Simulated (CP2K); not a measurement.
The system is Ir.

```
Ir
1.0
     2.75138    0.00000    0.00000
    -1.37569    2.38276    0.00000
     0.00000    0.00000    4.46229
Ir
2
Direct
  0.33333 0.66667 0.25000
  0.66667 0.33333 0.75000
```

This isn't the form of Ir at room conditions, which is fcc.

| Item | Value |
| --- | --- |
| Program | CP2K 2026.2 |
| Task | single point |
| Functional | PBEsol |
| Potentials or basis | POTENTIAL_UZH Ir GTH-PBE-q17; TZVP-MOLOPT-PBE-GTH basis |
| Density cutoff | 6123 eV |
| k mesh | 11 × 11 × 6 |
| Occupations | fermi-dirac, width 0.05 eV |
| Spin | no spin polarisation |

On this cell: pressure -13.4 GPa; largest force under 0.003 eV/Å; band gap on the k mesh none (metal or under the smearing width).

The same run follows on a disturbed copy (atoms moved at random, drawn with an rms of 0.05 Å):

```
CELL_PARAMETERS angstrom
2.75138 0.00000 0.00000
-1.37569 2.38276 0.00000
0.00000 0.00000 4.46229
ATOMIC_POSITIONS crystal
Ir 0.34445 0.66132 0.25713
Ir 0.64903 0.34504 0.74650
```

Problem. What does the disturbed cell give?

Solution. The energy (extrapolated to zero smearing) moves by +20.6 meV/atom; pressure -12.4 GPa; largest force 0.774 eV/Å; band gap on the k mesh none (metal or under the smearing width).

Forces on the atoms (eV/Å):
```
Ir  -0.502  0.205 -0.552
Ir   0.503 -0.204  0.551
```

Stress tensor (GPa, compression positive):
```
-12.25  -0.65   1.21
 -0.65 -12.95  -0.54
  1.21  -0.54 -12.14
```

Caveats: the potentials were made for another functional, which shifts forces and pressure; the basis of atomic orbitals isn't converged, which shifts pressures, moduli and gaps.
